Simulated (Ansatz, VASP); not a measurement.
# Two plane-wave programs on Br

```
CELL_PARAMETERS angstrom
-1.40314 1.40314 3.47270
1.40314 -1.40314 3.47270
1.40314 1.40314 -3.47270
ATOMIC_POSITIONS crystal
Br 0.00000 0.00000 0.00000
```

Alike in both runs: task single point; functional PBEsol; k mesh 18 × 18 × 18; occupations gaussian, width 0.1 eV; no spin polarisation.

```csv
,VASP,Ansatz
version,VASP 6.6.1,Ansatz 0.2.0
potentials or method,"VASP PAW PBE potentials, release 64 (Br)","scalar-relativistic, plane waves, PAW"
plane-wave cutoff (eV),520,420
valence electrons in the cell,7,7
```

|  | VASP | Ansatz | Ansatz less VASP |
| --- | --- | --- | --- |
| gap on the k mesh at the Fermi level (eV) | none | none | - |
| pressure (GPa) | 0.6 | 0.6 | -0.04 |

A gap of «none» marks a metal or a gap that the smearing closes. With one functional, cell and mesh, what is left measures potentials, basis and numerics.

Caveats: the PAW data sets were made with another functional, which shifts forces and pressure a little (VASP); an odd number of electrons without spin polarisation forces a metal; a magnetic or distorted state may lie lower.
